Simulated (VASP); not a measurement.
A run of VASP 6.6.1:

The input INCAR:

```
ALGO = Normal
EDIFF = 1E-6
EDIFFG = -0.01
ENCUT = 600
GGA_COMPAT = False
IBRION = 2
ISIF = 3
ISMEAR = -1
LASPH = True
LCHARG = False
LMAXMIX = 4
LORBIT = 11
LREAL = False
LSORBIT = True
LWAVE = False
MAGMOM = 0 0 0 0 0 0 0 0 0
NELM = 100
NSW = 40
PREC = Accurate
SIGMA = 0.05
```

KPOINTS

```
k-points
0
Gamma
  7 7 3
```

Contents of POSCAR:

```
Ta2S
1.0
    2.8048100000      0.0000000000      0.0000000000
    0.0000000000      2.8048100000      0.0000000000
    0.0000000000      0.0000000000      7.5337200000
Ta S
2 1
Direct
    0.5000000000      0.5000000000      0.1859300000
    0.5000000000      0.5000000000      0.8140700000
    0.5000000000      0.5000000000      0.5000000000
```

Potentials or basis: VASP PAW LDA potentials, release 64 (Ta_pv, S).

Command:

```console
$ cat potpaw_LDA.64/Ta_pv/POTCAR potpaw_LDA.64/S/POTCAR > POTCAR
$ mpirun -np 1 vasp_ncl > vasp.out
```

Hardware: 1 thread of Intel(R) Xeon(R) 6975P-C (Granite Rapids) (shared host).

How long does it take, and how much memory?

Wall time 5.6 min on 1 thread of Intel(R) Xeon(R) 6975P-C (Granite Rapids), with other jobs on the host, peak memory 0.31 GiB. Counts: scf iterations 72, k points 20, ion steps 11.
